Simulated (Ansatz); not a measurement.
## KBr: single point with PBE

The system is KBr.

```xyz
2
Lattice="0.0000 3.3000 3.3000 3.3000 0.0000 3.3000 3.3000 3.3000 0.0000" Properties=species:S:1:pos:R:3 pbc="T T T"
Br    3.3000    3.3000    3.3000
K     0.0000    0.0000    0.0000
```

| Quantity | Value |
| --- | --- |
| Program | Ansatz 0.2.0 |
| Task | single point |
| Functional | PBE |
| Potentials or basis | all-electron LAPW, scalar-relativistic |
| Cutoff | 128 eV (chosen from the basis error) |
| Basis error allowed | 0.001 eV/atom |
| k mesh | 7 × 7 × 7 |
| Occupations | gaussian, width 0.022 eV |
| Spin | no spin polarisation |

* Pressure: 0.7 GPa
* Band gap on the k mesh: 4.44 eV, direct

Levels at points of the mesh, in eV from the valence-band top:
| k point | band 13 | band 14 | band 15 | band 16 | band 17 | band 18 | band 19 | band 20 | band 21 |
| --- | --- | --- | --- | --- | --- | --- | --- | --- | --- |
| (0.00, 0.00, 0.00) | -11.25 | -11.25 | 0.00 | 0.00 | 0.00 | 4.44 | 7.61 | 7.61 | 7.61 |

Wall time 3.7 s on 1 thread of Arm Neoverse V1, with other jobs on the host, peak memory 0.23 GiB.

Caveat: an odd mesh through Γ misses points on the zone boundary, where band edges often lie. PBE gaps usually lie below the measured ones, often by a third to a half.
